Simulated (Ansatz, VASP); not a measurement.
# Cross-check of GaSi23O48 (Ga_Si) between VASP and Ansatz

Wanted: the spread between two codes on one cell, functional and k mesh. Of the first pair: The structure shown is the start of the Ansatz relaxation below; VASP solves that cell, so the two are compared at the walk's first step.

Program: Ansatz 0.2.0. Level of theory: plane waves, with VASP 6.6.1 beside it; single point at r2SCAN. Results are calculated unless marked as measured.

## Step 1: The starting structure

The cell holds 72 atoms: 23 Si, 48 O and 1 Ga. Cell: a = 9.842 Å, b = 9.842 Å, c = 10.833 Å, α = 90.0°, β = 90.0°, γ = 120.0°. It derives from SiO2 (SiO2 (P3_121)). Nearest the centre at fractional (0.266, 0.266, 0.500): Ga72 at 0.05 Å, O29 at 1.59 Å, O33 at 1.61 Å, O24 at 1.65 Å, O31 at 1.66 Å, Si5 at 3.02 Å, Si13 at 3.02 Å, Si11 at 3.09 Å. The cell carries charge −1.

Structure file:

```xyz
72
Lattice="9.8422 0.0000 0.0000 -4.9211 8.5236 0.0000 0.0000 0.0000 10.8331" Properties=species:S:1:pos:R:3 pbc="T T T"
Si    1.3341    2.2619    0.0418
Si    8.6386    1.9933    3.6089
Si    2.2784    0.0399    1.7993
Si   -1.1254    2.0227    8.9943
Si    2.2727    0.0337    7.2106
Si   -1.1427    6.5490    0.0424
Si   -3.5958    6.2861    3.5724
Si   -0.1340    4.3006    1.7801
Si   -1.1606    6.4933    5.3784
Si    6.2018    6.2366    9.0631
Si   -0.1269    4.2802    7.2607
Si    6.2768    2.2726   10.8313
Si    3.7368    1.9753    3.6431
Si    2.2824    8.5010    1.7689
Si    6.1900    2.2536    5.3851
Si    3.7847    2.0455    9.0258
Si    2.3039    8.4744    7.2138
Si    3.7399    6.4961    0.0304
Si    1.3276    6.2934    3.5798
Si    4.7831    4.2328    1.7675
Si    3.7996    6.5329    5.4538
Si    1.3496    6.2821    9.0413
Si    4.7998    4.2886    7.2502
O     0.3083    1.7358    4.2066
O     0.8154    3.6824    0.6508
O    -1.0532    3.1446    2.4254
O     1.3655    1.1052    1.1943
O     3.2362    0.6397    3.0150
O     2.7617    2.5088    4.8268
O     0.3291    1.7200    9.6846
O     0.7878    3.6929    6.0750
O    -1.0936    3.0940    7.8157
O     1.3220    1.1535    6.5831
O     3.2667    0.6477    8.4172
O     2.7179    2.4970   10.1946
O    -2.1402    6.0092    4.2960
O    -1.6773    7.9012    0.5894
O    -3.5334    7.4109    2.4112
O    -1.1338    5.4162    1.1459
O     0.7674    4.9228    2.9613
O     0.3216    6.7183    4.7595
O    -2.1965    6.0474    9.6602
O    -1.6842    7.9562    6.0392
O    -3.5383    7.3513    7.8194
O    -1.0446    5.4250    6.5990
O     0.7529    4.8481    8.4184
O     0.2987    6.7134   10.1973
O     5.2503    1.8059    4.2522
O     5.7233    3.6313    0.5960
O     3.8478    3.1185    2.3969
O     6.3393    1.1550    1.1510
O     8.1758    0.6324    2.9273
O     7.7024    2.5011    4.7297
O     5.1972    1.7864    9.6961
O     5.6852    3.6876    6.0314
O     3.8107    3.0810    7.8312
O     6.3001    1.1923    6.5644
O     8.1692    0.5832    8.4275
O     7.7326    2.5048   10.2183
O     2.7539    6.0347    4.2032
O     3.2518    7.9404    0.6008
O     1.3959    7.4201    2.4508
O     3.8446    5.4022    1.1188
O     5.7321    4.8947    2.9361
O     5.2749    6.7455    4.7838
O     2.7553    6.0648    9.6421
O     3.2398    7.8650    6.0319
O     1.4067    7.4017    7.8352
O     3.8010    5.3776    6.5590
O     5.6531    4.8725    8.3910
O     5.2116    6.8036   10.2176
Ga    1.3419    2.2283    5.4103
```

## Step 2: Ansatz: relaxation, r2SCAN

Ansatz runs on its PAW soft_1 files.

The two programs are compared at the cell with which this relaxation starts, whose forces are those of its first step.

The input, input.yaml:

```yaml
crystal:
  lattice:
    - [4.92110207, 0.0, 0.0]
    - [-2.46055103, 4.2617994, 0.0]
    - [0.0, 0.0, 5.41653476]
  atoms:
    - { symbol: Si, position: [0.53102872, 0.53102872, 0.0] }
    - { symbol: Si, position: [0.0, 0.46897128, 0.66666667] }
    - { symbol: Si, position: [0.46897128, 0.0, 0.33333333] }
    - { symbol: O, position: [0.26903805, 0.413213, 0.78458424] }
    - { symbol: O, position: [0.586787, 0.85582505, 0.11791757] }
    - { symbol: O, position: [0.14417495, 0.73096195, 0.4512509] }
    - { symbol: O, position: [0.413213, 0.26903805, 0.21541576] }
    - { symbol: O, position: [0.73096195, 0.14417495, 0.5487491] }
    - { symbol: O, position: [0.85582505, 0.586787, 0.88208243] }
  supercell: [2, 2, 2]
  defects: [{ substitution: { at: 9, symbol: Ga } }]
total_charge: -1
basis:
  ecutwfc: 500
  xc_grid: 2
hamiltonian:
  xc: r2scan
  pseudopotentials: { kind: paw, azcp: { folder: soft_1 } }
kpoints:
  mp_grid: { grid: [1, 1, 1], shift: [0.25, 0.25, 0.25] }
scf:
  occupations: { method: fixed }
  max_iter: 80
output:
  forces: true
  charged_corrections: { epsilon: [2.49, 2.49, 2.52], static_epsilon: [4.64, 4.64, 4.86] }
relax:
  f_tol: 0.02
  max_steps: 80
  random_displacement: { amplitude: 0.05, seed: 5024 }
checkpoint:
  write: "../qm1.relax.run"
  compress: false
  write_wavefunctions: true
  write_every: 100000
```

Launch:

```sh
> ansatz run input.yaml --threads 8 --pin off --max-ram 22609MiB --backend cpu --events-out ev --progress --plain --runs-dir out
```

Numbers of over 12 decimals in the logs are rounded to 6 here.

What it wrote:

```text
Engine: ansatz 0.2.0, aarch64-unknown-linux-gnu
Pseudopotentials: kind: paw
Pseudopotential: Si, paw, valence charge 4, recommended cutoff 500 eV (meta_gga), soft_1/Si.paw.azcp
Pseudopotential: O, paw, valence charge 6, recommended cutoff 500 eV (meta_gga), soft_1/O.paw.azcp
Pseudopotential: Ga, paw, valence charge 13, recommended cutoff 500 eV (meta_gga), soft_1/Ga.paw.azcp
Functional definition: r2SCAN
  parameter k0 = 0.174
  parameter k1 = 0.065
  parameter a1 = 4.9479
  exchange = r2scan_x(k0 = k0, k1 = k1, a1 = a1)
  correlation = r2scan_c
Crystal: 72 atoms, lattice volume = 908.797 Å³
Basis set: ecut = 500 eV, 23025 PW (Γ), exchange–correlation on 144×144×160 points (8 copies of the dense FFT grid, shifted against one another)
Bands: 269, of which v1, the nominal top of the filled ones, is band 197 counted from 1 (196 counted from 0)
Symmetry: 1 space group operations
k-points: 1
Non-local potential: Si, projectors of the file, l = 0: 2, l = 1: 2, l = 2: 1
Non-local potential: O, projectors of the file, l = 0: 2, l = 1: 2, l = 2: 1
Non-local potential: Ga, projectors of the file, l = 0: 2, l = 1: 2, l = 2: 3, l = 3: 1
PAW form: soft (Blöchl's): semilocal exchange-correlation on the pseudo side does not see the compensation charge
PAW frozen core: Si, regenerated for the run's functional (the file was generated under x = pbe(κ = 0.804, μ = 0.219515), c = pbe(β = 0.066725))
PAW frozen core: O, regenerated for the run's functional (the file was generated under x = pbe(κ = 0.804, μ = 0.219515), c = pbe(β = 0.066725))
PAW frozen core: Ga, regenerated for the run's functional (the file was generated under x = pbe(κ = 0.804, μ = 0.219515), c = pbe(β = 0.066725))
PAW one-centre angular grid: Si, 302 points (default); XC on 160 Gauss nodes
PAW one-centre angular grid: O, 302 points (default); XC on 160 Gauss nodes
PAW one-centre angular grid: Ga, 590 points (default); XC on 160 Gauss nodes
Initial density: superposition of atomic densities (chi_scale 0.1, normalization cell, long waves kept (reshape's long-wave potential 0.37 eV rms))
Initial wavefunctions: pseudopotential atomic-orbital guess
Functional: x = r2scan, c = r2scan; τ floored in thin density (d = 2e-4 eV/Å³)
SCF iter   1: F=—  HF=-45889.985598 eV  |F-HF|=—  |Δ(HF+E_count)|=         —  Δρ=1.28e-1  dr2=1.42e2  dr2_τ=1.60e1  ethr=3.10e-3  ⟨swp⟩=5.0  Hψ=935  notcnv=0  defer=70
preconditioner: auto → Resta (q_TF=auto, 2.374 Å⁻¹)  ε∞=2.6  [insulator: Δε(μ)=8.044 eV  Ē_g=19.526 eV  n_scr=212 (ndim 8)  ℏωp=24.4 eV  f_vac=0.005  ε∞_Penn≈2.6]
SCF iter   2: F=—  HF=-45856.875766 eV  |F-HF|=—  |Δ(HF+E_count)|=    3.31e1  Δρ=4.44e-2  dr2=1.06e1  dr2_τ=2.68e0  ethr=3.10e-3  ⟨swp⟩=3.0  Hψ=626  notcnv=0  defer=68
SCF iter   3: F=—  HF=-45858.993369 eV  |F-HF|=—  |Δ(HF+E_count)|=    2.12e0  Δρ=2.12e-2  dr2=2.59e0  dr2_τ=1.64e-1  ethr=2.69e-3  ⟨swp⟩=3.0  Hψ=283  notcnv=0  defer=69
SCF iter   4: F=—  HF=-45859.245237 eV  |F-HF|=—  |Δ(HF+E_count)|=   2.52e-1  Δρ=2.84e-3  dr2=4.61e-2  dr2_τ=5.80e-3  ethr=6.58e-4  ⟨swp⟩=3.0  Hψ=432  notcnv=0  defer=70
SCF iter   5: F=—  HF=-45859.264995 eV  |F-HF|=—  |Δ(HF+E_count)|=   1.98e-2  Δρ=1.71e-3  dr2=1.84e-2  dr2_τ=2.30e-3  ethr=1.17e-5  ⟨swp⟩=3.0  Hψ=474  notcnv=0  defer=70
SCF iter   6: F=—  HF=-45859.261114 eV  |F-HF|=—  |Δ(HF+E_count)|=   3.88e-3  Δρ=2.44e-4  dr2=4.69e-4  dr2_τ=5.53e-5  ethr=4.67e-6  ⟨swp⟩=2.0  Hψ=372  notcnv=0  defer=70
SCF iter   7: F=—  HF=-45859.262099 eV  |F-HF|=—  |Δ(HF+E_count)|=   9.85e-4  Δρ=1.14e-4  dr2=7.48e-5  dr2_τ=4.20e-6  ethr=1.19e-7  ⟨swp⟩=2.0  Hψ=385  notcnv=0  defer=70
SCF iter   8: F=—  HF=-45859.262130 eV  |F-HF|=—  |Δ(HF+E_count)|=   3.06e-5  Δρ=3.82e-5  dr2=1.08e-5  dr2_τ=1.06e-6  ethr=1.90e-8  ⟨swp⟩=2.0  Hψ=356  notcnv=0  defer=70
SCF iter   9: F=-45859.262132 eV  HF=-45859.262132 eV  |F-HF|=4.18e-8  |Δ(HF+E_count)|=   2.48e-6  Δρ=1.30e-5  dr2=1.33e-6  dr2_τ=8.82e-8  ethr=2.54e-9  ⟨swp⟩=4.0  Hψ=816  notcnv=0
SCF 1 converged in 9 iterations: F = -45859.262132 eV  dr2 = 1.33e-6
  greatest PAW one-centre occupation: 0.996 electrons in one spin orbital (limit 2), on the Ga atom at site 9 (counted from 0), in its partial waves of l = 2
relax step   1: F+E_penalty+E_count = -45859.26213219 eV  Δ(F+E_penalty+E_count) = +0.000e0 eV  max|allowed force component| = 1.136e1 eV/Å  Δτ_max = 0.0000 Å  (9 SCF iters, dr2 threshold 1.00e-5 eV, accepted)
Initial density: handed on by an earlier stage of this run
Initial wavefunctions: those handed on with the density
iter 1 solved again at ethr=1.42e-4 eV; its pass at ethr=3.10e-3 eV (dr2=5.58e-1 eV) is discarded
SCF iter   1: F=—  HF=-45863.093426 eV  |F-HF|=—  |Δ(HF+E_count)|=         —  Δρ=8.30e-3  dr2=5.66e-1  dr2_τ=2.79e0  ethr=1.42e-4  ⟨swp⟩=1.0  Hψ=1017  notcnv=0  defer=69
preconditioner: auto → Resta (q_TF=auto, 2.374 Å⁻¹)  ε∞=2.8  [insulator: Δε(μ)=5.826 eV  Ē_g=18.095 eV  n_scr=212 (ndim 8)  ℏωp=24.4 eV  f_vac=0.113  ε∞_Penn≈2.8]
[...]
--- Band table (eV) ---
  k-point 0: bands = [... 193 lower, 2.3479, 2.4421, 2.4801, 2.5840, 9.4222, 10.0864, 10.2020, 10.3431, ... 68 higher]
--- Relaxed structure (6 steps of the walk, 6 accepted, 0 SCFs on fresh bases) ---
  F+E_penalty+E_count = -45864.97385159 eV   max|allowed force component| = 7.272e-3 eV/Å
  atoms:
    - { symbol: Si, position: [0.268963, 0.268899, -0.000562322] }
    - { symbol: Si, position: [0.004548, 0.230244, 0.329057] }
    - { symbol: Si, position: [0.238356, 0.00429473, 0.169634] }
    - { symbol: O, position: [0.139963, 0.198862, 0.371517] }
    - { symbol: O, position: [0.296974, 0.430270, 0.061157] }
    - { symbol: O, position: [0.064923, 0.362955, 0.220126] }
    - { symbol: O, position: [0.211276, 0.136766, 0.105846] }
    - { symbol: O, position: [0.370194, 0.073598, 0.276138] }
    - { symbol: O, position: [0.461982, 0.302689, 0.447409] }
    - { symbol: Ga, position: [0.276443, 0.276474, 0.499473] }
    - { symbol: Si, position: [0.00444146, 0.238534, 0.829279] }
    - { symbol: Si, position: [0.230406, 0.0046617, 0.669906] }
    - { symbol: O, position: [0.136894, 0.211338, 0.892963] }
    - { symbol: O, position: [0.302717, 0.462085, 0.551433] }
    - { symbol: O, position: [0.073706, 0.370380, 0.722777] }
    - { symbol: O, position: [0.199185, 0.140246, 0.627609] }
    - { symbol: O, position: [0.363202, 0.064899, 0.778768] }
    - { symbol: O, position: [0.430347, 0.296894, 0.937752] }
    - { symbol: Si, position: [0.264442, 0.766769, 0.0015202] }
    - { symbol: Si, position: [-0.000239755, 0.735911, 0.332393] }
    - { symbol: Si, position: [0.230736, 0.498251, 0.167223] }
    - { symbol: O, position: [0.132247, 0.708341, 0.395252] }
    - { symbol: O, position: [0.293153, 0.928545, 0.061371] }
    - { symbol: O, position: [0.074548, 0.869137, 0.226713] }
    - { symbol: O, position: [0.205358, 0.634135, 0.107584] }
    - { symbol: O, position: [0.358254, 0.572498, 0.277089] }
    - { symbol: O, position: [0.424111, 0.798258, 0.443164] }
    - { symbol: Si, position: [0.263034, 0.773607, 0.503957] }
    - { symbol: Si, position: [-0.00274474, 0.729614, 0.832076] }
    - { symbol: Si, position: [0.235243, 0.511361, 0.664515] }
    - { symbol: O, position: [0.131870, 0.704923, 0.895067] }
    - { symbol: O, position: [0.290156, 0.938553, 0.556423] }
    - { symbol: O, position: [0.070108, 0.859622, 0.725261] }
    - { symbol: O, position: [0.204326, 0.650995, 0.617922] }
    - { symbol: O, position: [0.359410, 0.577060, 0.778948] }
    - { symbol: O, position: [0.428959, 0.798756, 0.943745] }
    - { symbol: Si, position: [0.766965, 0.264556, -0.00258525] }
    - { symbol: Si, position: [0.511227, 0.235132, 0.334363] }
    - { symbol: Si, position: [0.729613, -0.00282035, 0.166798] }
[...]
- { symbol: Si, position: [0.773554, 0.263089, 0.494906] }
    - { symbol: Si, position: [0.498417, 0.230759, 0.831681] }
    - { symbol: Si, position: [0.735899, -5.9427595238503505e-5, 0.666599] }
[...]
- { symbol: Si, position: [0.762107, 0.762068, -0.000557799] }
    - { symbol: Si, position: [0.492831, 0.734549, 0.336263] }
    - { symbol: Si, position: [0.737156, 0.497671, 0.163606] }
[...]
- { symbol: O, position: [0.869201, 0.573663, 0.270250] }
    - { symbol: O, position: [0.921176, 0.790222, 0.437437] }
    - { symbol: Si, position: [0.760021, 0.760109, 0.499483] }
    - { symbol: Si, position: [0.497728, 0.737294, 0.835303] }
    - { symbol: Si, position: [0.734539, 0.492885, 0.662570] }
    - { symbol: O, position: [0.630126, 0.704941, 0.892858] }
    - { symbol: O, position: [0.790112, 0.921240, 0.561583] }
    - { symbol: O, position: [0.573599, 0.869486, 0.728754] }
    - { symbol: O, position: [0.705726, 0.627540, 0.605221] }
    - { symbol: O, position: [0.863636, 0.566533, 0.772546] }
    - { symbol: O, position: [0.922902, 0.788653, 0.938590] }
```

[end of part 1 of 3]

[Lines on the potential files, build, host, timing and source positions are cut from VASP's logs without a mark.]

[Logs are printed without paths, hosts, clocks, repeated set-up lines and the standing remarks that a program may print on its own settings, such as how far it seeks lower states.]

[Hosts, paths, dates, database ids (printed as entryN), source tags and the programs' standing remarks are cut or masked in the printed files.]
